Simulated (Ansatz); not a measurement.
Relaxed (110) slab cut from AlP (space group F-43m (No. 216)); the slab's formula is AlP, its outer planes AlP (top) and AlP (bottom):

```xyz
12
Lattice="3.8939 0.0000 0.0000 0.0000 5.5068 0.0000 0.0000 0.0000 24.7347" Properties=species:S:1:pos:R:3 pbc="T T T"
Al    1.9469    2.4375    7.9598
P     0.0000    1.3274    7.3135
Al    0.0000    0.1042    9.3503
P     1.9469    4.2320    9.4687
Al    1.9469    2.8398   11.4299
P     0.0000    1.4494   11.3558
Al    0.0000    0.0864   13.3048
P     1.9469    4.2028   13.3789
Al    1.9469    2.8576   15.3844
P     0.0000    1.4786   15.2660
Al    0.0000   -0.3159   16.7749
P     1.9469    4.0809   17.4212
```

Theory: Ansatz, DFT PBE, scalar-relativistic, plane waves, PAW. Plane waves to 420 eV, a k mesh through Γ of 7×5×1 on the computed 12-atom cell and Gaussian smearing (0.05 eV); no spin polarisation. The cell repeats along c with a dipole correction in the vacuum.

The potential is the smooth part; its values at the atoms depend on the PAW datasets.

**Question.** How does the plane-averaged electrostatic potential energy of an electron run along c, counted from the top of the valence band?

**Answer.** z (Å), V (eV) and a bar:
```
     2.47       5.73 ##############################
     2.75       5.73 ##############################
     3.02       5.73 ##############################
     3.30       5.73 ##############################
     3.57       5.73 ##############################
     3.85       5.73 ##############################
     4.12       5.72 ##############################
     4.40       5.72 ##############################
     4.67       5.71 ##############################
     4.95       5.70 ##############################
     5.22       5.66 ##############################
     5.50       5.59 ##############################
     5.77       5.42 #############################
     6.05       5.06 ############################
     6.32       4.29 ##########################
     6.60       2.64 ######################
     6.87      -0.25 ##############
     7.15      -3.09 #######
     7.42      -4.47 ###
     7.70      -3.59 ######
     7.97      -1.67 ###########
     8.24      -0.83 #############
     8.52      -1.36 ###########
     8.79      -2.67 ########
     9.07      -4.53 ###
     9.34      -5.72
     9.62      -5.39 #
     9.89      -3.29 ######
    10.17      -0.31 ##############
    10.44       0.76 #################
    10.72      -0.98 ############
    10.99      -3.82 #####
    11.27      -5.33 #
    11.54      -5.07 ##
    11.82      -3.21 #######
    12.09      -0.70 #############
    12.37       0.49 ################
    12.64      -0.70 #############
    12.92      -3.21 #######
    13.19      -5.07 ##
    13.47      -5.33 #
    13.74      -3.82 #####
    14.02      -0.98 ############
    14.29       0.76 #################
    14.57      -0.31 ##############
    14.84      -3.29 ######
    15.12      -5.39 #
    15.39      -5.72
    15.67      -4.53 ###
    15.94      -2.67 ########
    16.21      -1.36 ###########
    16.49      -0.83 #############
    16.76      -1.67 ###########
    17.04      -3.59 ######
    17.31      -4.47 ###
    17.59      -3.09 #######
    17.86      -0.25 ##############
    18.14       2.64 ######################
    18.41       4.29 ##########################
    18.69       5.06 ############################
    18.96       5.42 #############################
    19.24       5.59 ##############################
    19.51       5.66 ##############################
    19.79       5.70 ##############################
    20.06       5.71 ##############################
    20.34       5.72 ##############################
    20.61       5.73 ##############################
    20.89       5.73 ##############################
    21.16       5.73 ##############################
    21.44       5.73 ##############################
    21.71       5.73 ##############################
    21.99       5.73 ##############################
    22.26       5.73 ##############################
```

The vacuum level lies 5.73 eV above the top of the valence band.

Cost: 1 run of about 1.4 core-minutes, on Intel Xeon 6975P-C (Granite Rapids) (shared hosts).